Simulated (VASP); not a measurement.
# Pb (Im-3m) in VASP: further runs, part 2 of 2

VASP 6.6.1.

## 3. Electric field gradients, PBEsol (volume scaled by 0.9405)

The input, INCAR:

```
SYSTEM = Pb
  PREC = Accurate
  ENCUT = 520
  EDIFF = 1E-8
  ISMEAR = -1
  SIGMA = 0.08
  LREAL = .FALSE.
  LASPH = .TRUE.
  NELM = 100
  ALGO = Fast
  ISIF = 2
  LWAVE = .FALSE.
  LCHARG = .FALSE.
  GGA = PS
  LEFG = .TRUE.
  NBANDS = 13
```

The input, KPOINTS:

```
regular mesh
0
G
  13 13 13
  0 0 0
```

The input, POSCAR:

```
Pb
1.0
   -1.9395907887      1.9395907887      1.9395907887
    1.9395907887     -1.9395907887      1.9395907887
    1.9395907887      1.9395907887     -1.9395907887
Pb
1
Direct
    0.0000000000      0.0000000000      0.0000000000
```

Potentials or basis: VASP PAW PBE potentials, release 64 (Pb_d).

Run with:

```sh
cat potpaw_PBE.64/Pb_d/POTCAR > POTCAR
mpirun -np 1 vasp_std > vasp.out
```

OUTCAR:

```text
SYSTEM = Pb
   PREC = Accurate
   ENCUT = 520
   EDIFF = 1E-8
   ISMEAR = -1
   LREAL = .FALSE.
   LASPH = .TRUE.
   NELM = 100
   ISIF = 2
   GGA = PS

 ion  position               nearest neighbor table
   1  0.000  0.000  0.000-

  LATTYP: Found a body centered cubic cell.
 ALAT       =     3.8791815774

  Lattice vectors:

 A1 = (  -1.9395907887,   1.9395907887,   1.9395907887)
 A2 = (   1.9395907887,  -1.9395907887,   1.9395907887)
 A3 = (   1.9395907887,   1.9395907887,  -1.9395907887)

Analysis of symmetry for initial positions (statically):
=====================================================================
 Subroutine PRICEL returns:
 Original cell was already a primitive cell.

 Routine SETGRP: Setting up the symmetry group for a
 body centered cubic supercell.

 Subroutine GETGRP returns: Found 48 space group operations
 (whereof 48 operations were pure point group operations)
 out of a pool of 48 trial point group operations.

The static configuration has the point symmetry O_h .

Analysis of symmetry for dynamics (positions and initial velocities):
=====================================================================
 Subroutine PRICEL returns:
 Original cell was already a primitive cell.

 Routine SETGRP: Setting up the symmetry group for a
 body centered cubic supercell.

 Subroutine GETGRP returns: Found 48 space group operations
 (whereof 48 operations were pure point group operations)
 out of a pool of 48 trial point group operations.

The dynamic configuration has the point symmetry O_h .

 Subroutine INISYM returns: Found 48 space group operations
 (whereof 48 operations are pure point group operations),
 and found     1 'primitive' translations

----------------------------------------------------------------------------------------

                                     Primitive cell

  volume of cell :      29.1871

  direct lattice vectors                    reciprocal lattice vectors
    -1.939590789  1.939590789  1.939590789     0.000000000  0.257786335  0.257786335
     1.939590789 -1.939590789  1.939590789     0.257786335  0.000000000  0.257786335
     1.939590789  1.939590789 -1.939590789     0.257786335  0.257786335  0.000000000

  length of vectors
     3.359469792  3.359469792  3.359469792     0.364564931  0.364564931  0.364564931

  position of ions in fractional coordinates (direct lattice)
     0.000000000  0.000000000  0.000000000

  ion indices of the primitive-cell ions
   primitive index   ion index
                 1           1

----------------------------------------------------------------------------------------

 KPOINTS: regular mesh

Automatic generation of k-mesh.
 Grid dimensions read from file:
 generate k-points for:   13   13   13

 Generating k-lattice:

  Cartesian coordinates                     Fractional coordinates (reciprocal lattice)
     0.000000000  0.019829718  0.019829718     0.076923077  0.000000000  0.000000000
     0.019829718  0.000000000  0.019829718     0.000000000  0.076923077  0.000000000
[... 75 lines left out ...]
   IALGO  =     68    algorithm
   IMIX   =      4    mixing-type and parameters
     AMIX     =   0.40;   BMIX     =  1.00
     AMIX_MAG =   1.60;   BMIX_MAG =  1.00
  volume/ion in A,a.u.               =      29.19       196.96
  Fermi-wavevector in a.u.,A,eV,Ry     =   1.281506  2.421696 22.344281  1.642258
  Thomas-Fermi vector in A             =   2.413872
   LORBIT       =      0    0 simple, 1 ext, 2 COOP (PROOUT), +10 PAW based schemes
   GGA     = PS    functional components
   LHFCALC =     F    Hartree Fock is set to
   AEXX    =    0.0000 exact exchange contribution
   IVDW    =     0    specifies the selected vdW correction
   LEPSILON=     F    determine dielectric tensor
   LRPA    =     F    only Hartree local field effects (RPA)
 non-spin polarized calculation
 RMM-DIIS sequential band-by-band and
  energy-cutoff  :      520.00
  volume of cell :       29.19
 maximum number of plane-waves:       802
 NGX is ok and might be reduce to    28

 number of electron      13.9999999 magnetization

 Free energy of the ion-electron system (eV)
  ---------------------------------------------------
  ext. energy  EPLUGINS =         0.00000000
  ---------------------------------------------------
  free energy    TOTEN  =        -3.96590914 eV

  energy without entropy =       -3.95452469  energy(sigma->0) =       -3.96021691

 E-fermi :   7.5342     XC(G=0): -10.5293

 val. band max:        7.5009885712   @ k =  -0.4615   0.4615   0.3846
 cond. band min:       7.5479508094   @ k =   0.1538   0.1538   0.0769
 fundamental gap:      0.0469622382
 Fermi energy:         7.5341728020

 k-point     1 :       0.0000    0.0000    0.0000
  band No.  band energies     occupation
      1      -9.5461      2.00000
      2      -9.5461      2.00000
      3      -9.5461      2.00000
      4      -9.2762      2.00000
      5      -9.2762      2.00000
      6      -4.5018      2.00000
      7      15.5240      0.00000
      8      15.5240      0.00000
      9      15.5240      0.00000
     10      18.7000      0.00000
     11      18.7000      0.00000
     12      18.7000      0.00000
     13      20.0000      0.00000
[... 354 lines left out ...]
  band No.  band energies     occupation
      1      -9.5974      2.00000
      2      -9.5257      2.00000
      3      -9.3086      2.00000
      4      -9.2840      2.00000
      5      -9.2530      2.00000
      6      -2.2723      2.00000
      7       6.9813      1.99801
      8      10.7083      0.00000
      9      11.9717      0.00000
     10      17.9568      0.00000
     11      18.8846      0.00000
     12      20.3096      0.00000
     13      21.9392      0.00000

 [... further k-points ...]

------------------------ aborting loop because EDIFF is reached ----------------------------------------

  FORCE on cell =-STRESS in cart. coord.  units (eV):
  Direction    XX          YY          ZZ          XY          YZ          ZX
  --------------------------------------------------------------------------------------
  -------------------------------------------------------------------------------------
  Total        0.2030031      0.2030031      0.2030031     -0.0000000     -0.0000000      0.0000000
  in kB       11.1435318     11.1435318     11.1435318     -0.0000000     -0.0000000      0.0000000
  external PRESSURE =      11.1435318 kB  Pullay stress =       0.0000000 kB

 VOLUME and BASIS-vectors are now :
 -----------------------------------------------------------------------------
  energy-cutoff  :      520.00
  volume of cell :       29.19
      direct lattice vectors                 reciprocal lattice vectors
    -1.939590789  1.939590789  1.939590789     0.000000000  0.257786335  0.257786335
     1.939590789 -1.939590789  1.939590789     0.257786335  0.000000000  0.257786335
     1.939590789  1.939590789 -1.939590789     0.257786335  0.257786335  0.000000000

 POSITION                                       TOTAL-FORCE (eV/Angst)
 -----------------------------------------------------------------------------------
      0.00000      0.00000      0.00000         0.000000      0.000000      0.000000
 -----------------------------------------------------------------------------------
    total drift:                               -0.000000     -0.000000     -0.000000

  FREE ENERGIE OF THE ION-ELECTRON SYSTEM (eV)
  ---------------------------------------------------
  free  energy   TOTEN  =        -3.9659091410 eV

  energy  without entropy=       -3.9545246881  energy(sigma->0) =       -3.96021691

 Electric field gradients (V/A^2)
---------------------------------------------------------------------
 ion       V_xx      V_yy      V_zz      V_xy      V_xz      V_yz
---------------------------------------------------------------------
   1       0.000     0.000     0.000     0.001     0.001     0.001
---------------------------------------------------------------------

 Electric field gradients after diagonalization (V/A^2)
 (convention: |V_zz| > |V_xx| > |V_yy|)
----------------------------------------------------------------------
 ion       V_xx      V_yy      V_zz     asymmetry (V_yy - V_xx)/ V_zz
----------------------------------------------------------------------
   1      -0.001    -0.001     0.001       0.000
----------------------------------------------------------------------

           NMR quadrupolar parameters

 Cq : quadrupolar parameter    Cq=e*Q*V_zz/h
 eta: asymmetry parameters     (V_yy - V_xx)/ V_zz
 Q  : nuclear electric quadrupole moment in mb (millibarn)
----------------------------------------------------------------------
 ion       Cq(MHz)       eta       Q (mb)
----------------------------------------------------------------------
   1       0.000       0.000       1.000
----------------------------------------------------------------------
```

stdout:

```text
POSCAR found type information on POSCAR Pb
 POSCAR found :  1 types and       1 ions
 scaLAPACK will be used
[... 21 lines left out ...]
 num prob  num prob  num prob  num prob  num prob  num prob  num prob  num prob  num prob  num prob  num prob  num prob  num prob RMM:  16    -0.396590913498E+01   -0.12906E-07   -0.27507E-08  1802   0.184E-03    0.109E-04
 num prob  num prob  num prob  num prob  num prob  num prob  num prob  num prob  num prob  num prob  num prob  num prob  num prob  num prob  num prob  num prob  num prob  num prob  num prob  num prob  num prob  num prob  num prob  num prob  num prob  num prob  num prob  num prob  num prob  num prob  num prob  num prob  num prob  num prob  num prob  num prob  num prob  num prob  num prob  num prob  num prob  num prob  num prob  num prob  num prob  num prob  num prob  num prob  num prob  num prob  num prob  num prob  num prob  num prob  num prob  num prob RMM:  17    -0.396590914104E+01   -0.60575E-08   -0.89185E-09  1459   0.141E-03
ion   1
```

Wall time 45 s (1 thread of Intel Xeon Platinum 8488C (Sapphire Rapids), shared host); peak memory 0.17 GiB.

Results:

| Item | Value |
| --- | --- |
| Free energy | -3.9659 eV |
| Pressure | 1.1 GPa |
| Band gap on the k mesh | none (metal or under the smearing width) |

Levels at points of the mesh, in eV from the Fermi level:
| k point | band 5 | band 6 | band 7 | band 8 | band 9 | band 10 |
| --- | --- | --- | --- | --- | --- | --- |
| (0.00, 0.00, 0.00) | -16.81 | -12.04 | 7.99 | 7.99 | 7.99 | 11.17 |

Electric field gradients, principal values (V/Å²):
| atom | Vxx | Vyy | Vzz |
| --- | --- | --- | --- |
| 1 Pb | -0.001 | -0.001 | 0.001 |

Caveat: the PAW data sets were made with another functional, which shifts forces and pressure a little. The run has no spin-orbit coupling, so splittings on Pb are missing.
